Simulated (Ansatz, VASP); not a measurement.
**Sc in VASP and in Ansatz**

INCAR

```
PREC = Accurate ; ENCUT = 520
EDIFF = 1E-6 ; ISMEAR = -1
SIGMA = 0.02 ; LREAL = False
LASPH = True ; NELM = 100
ALGO = Normal ; ISIF = 2
LWAVE = False ; LCHARG = False
GGA = PE ; NBANDS = 12
```

The input KPOINTS:

```
regular mesh
0
Gamma
  7 7 7
```

Contents of POSCAR:

```
Sc
1.0
   -1.9172054859      1.9172054859      1.7176030000
    1.9172054859     -1.9172054859      1.7176030000
    1.9172054859      1.9172054859     -1.7176030000
Sc
1
Direct
    0.0000000000      0.0000000000      0.0000000000
```

File input.yaml:

```yaml
crystal:
  lattice:
    - [-1.9172054859, 1.9172054859, 1.717603]
    - [1.9172054859, -1.9172054859, 1.717603]
    - [1.9172054859, 1.9172054859, -1.717603]
  atoms:
    - { symbol: Sc, position: [0.0, 0.0, 0.0] }
kpoints:
  mp_grid: { grid: [7, 7, 7] }
scf:
  occupations: { method: fermi_dirac, width: 0.02 }
hamiltonian:
  xc: pbe
  pseudopotentials: { kind: all_electron, lapw: { basis_error: 0.003 } }
output:
  forces: true
  stress: true
  eigenvalues: true
```

This isn't the form of Sc at room conditions, which is hcp.

Alike in both runs: task single point; functional PBE; k mesh 7 × 7 × 7; occupations fermi-dirac, width 0.02 eV; no spin polarisation.

|  | VASP | Ansatz |
| --- | --- | --- |
| version | VASP 6.6.1 | Ansatz 0.2.0 |
| potentials or method | VASP PAW PBE potentials, release 64 (Sc_sv) | all-electron LAPW, scalar-relativistic |
| plane-wave cutoff (eV) | 520 | see its input |

|  | VASP | Ansatz | Ansatz less VASP |
| --- | --- | --- | --- |
| gap on the k mesh at the Fermi level (eV) | none | none | - |
| pressure (GPa) | -0.9 | -0.9 | -0.03 |
| largest component of the traceless stress (GPa) | 0.86 | 0.86 | +0.004 |

A gap of «none» marks a metal or a gap that the smearing closes. Ansatz ran all-electron here, so the differences hold the error of VASP's frozen core and of both bases.

Caveats: the k mesh is thin for a metal, which can move the energy by tens of meV per atom (Ansatz).
